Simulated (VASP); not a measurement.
Runs of VASP 6.6.1 on Nd. The structure is cubic, space group Fm-3m (No. 225). Conventional cell: a = 5.210 Å, b = 5.210 Å, c = 5.210 Å, α = 90.00°, β = 90.00°, γ = 90.00°. Nd (site symmetry m-3m) has 12 Nd at 3.68 Å as nearest neighbours. This isn't the form of Nd at room conditions, which is double hcp.

```tsv
level	potentials or basis	cutoff (eV)	smearing	gap on the mesh (eV)	pressure (GPa)	moment (μB)
PBE	VASP PAW PBE potentials, release 64 (Nd_3), 4f in core	600	gaussian 0.05 eV	none	0.1	0.00
RPBE	VASP PAW PBE potentials, release 64 (Nd)	500	gaussian 0.02 eV	none	(a)	(b)
RPBE	VASP PAW PBE potentials, release 64 (Nd_3), 4f in core	600	gaussian 0.1 eV	none	1.6	0.00
LDA	VASP PAW PBE potentials, release 64 (Nd_3), 4f in core	600	gaussian 0.05 eV	none	-3.6	0.00
```

Alike in all rows: task single point; spin collinear, ferromagnetic start; cell as given; k mesh 9 × 9 × 9.

Problem. Estimate the missing entries.

Solution. (a) 1.4; (b) 4.23.

Caveats: the magnetic or orbital state may not be the lowest; spin-orbit coupling is left out, which moves the levels of the heavy elements; the 4f electrons are frozen in the core as for a trivalent ion, so they carry no moment and show no levels (some runs); the PAW data sets were made with another functional, which shifts forces and pressure a little (some runs); ASE's xc='lda' writes no GGA tag, so the PBE potentials set the functional and the run is PBE (some runs).

A k mesh can miss the band edges, and the runs leave out spin-orbit coupling on Nd.

A gap of «none» marks a metal or a gap under the smearing width.

The runs don't all hold the same shells in valence.
